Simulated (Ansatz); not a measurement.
# Relaxation of HfN

Computed with DFT PBEsol, scalar-relativistic, plane waves, PAW (Ansatz). (420 eV cutoff, 18×18×8 k-mesh, Gaussian smearing of 0.10 eV, no spin polarisation)

What was changed: relaxed at -2 GPa.

Spin–orbit coupling is left out, which can shift energies with elements as heavy as these.

Command:

```bash
ansatz run input.yaml --threads 1 --pin off --max-ram 2560MiB --backend cpu --events-out ev --progress --plain --runs-dir out
```

Input:

```yaml
crystal:
  lattice:
    - [3.1475182402, 0.0, 0.0]
    - [-1.5737591201, 2.7258307549, 0.0]
    - [0.0, 0.0, 5.4250821843]
  atoms:
    - { symbol: Hf, position: [0.6666666667, 0.3333333333, 0.75] }
    - { symbol: Hf, position: [0.3333333333, 0.6666666667, 0.25] }
    - { symbol: "N", position: [0.0, 0.0, 0.0] }
    - { symbol: "N", position: [0.0, 0.0, 0.5] }
basis:
  ecutwfc: 420
kpoints:
  mp_grid: { grid: [18, 18, 8] }
hamiltonian:
  xc: pbesol
scf:
  occupations: { method: gaussian, width: 0.1 }
output:
  forces: true
  stress: true
  eigenvalues: true
relax:
  adjacent_minimum: "off"
  f_tol: 0.008
  max_steps: 50
  cell: { stress_tol: 0.08, p_target: -2.0 }
```

F is the free energy. Steps run on the plane waves of an earlier cell, but the last one, and at times one on the way, on a freshly chosen basis, so a repeated geometry can differ a little in energy. The relaxation lowers the enthalpy F + PV at the target pressure, so F itself can rise.

Steps:

```tsv
step	F − F(1) (eV)	largest force component (eV/Å)	V (Å³/atom)	P (GPa)
1	0.0000	0.000	11.636	-5.11
2	-0.0164	0.000	11.428	-0.22
3	-0.0135	0.000	11.498	-1.91
4	-0.0134	0.000	11.506	-2.10
5	-0.0137	0.000	11.502	-2.00
6	-0.0121	0.000	11.502	-2.04
```

Relaxed structure:

```
CELL_PARAMETERS angstrom
3.13541 0.00000 0.00000
-1.56770 2.71534 0.00000
0.00000 0.00000 5.40385
ATOMIC_POSITIONS crystal
Hf 0.66667 0.33333 0.75000
Hf 0.33333 0.66667 0.25000
N 0.00000 0.00000 0.00000
N 0.00000 0.00000 0.50000
```

Symmetry: P6_3/mmc, No. 194, hexagonal system. Conventional cell: a = 3.135 Å, b = 3.135 Å, c = 5.404 Å, α = 90.00°, β = 90.00°, γ = 120.00°. Hf (site symmetry -6m2) is surrounded by 6 N at 2.26 Å. N (site symmetry -3m) has 6 Hf at 2.26 Å as nearest neighbours.

The run converged. It took 87 s on 1 thread of Arm Neoverse V2, on a shared host, peak memory 0.52 GiB.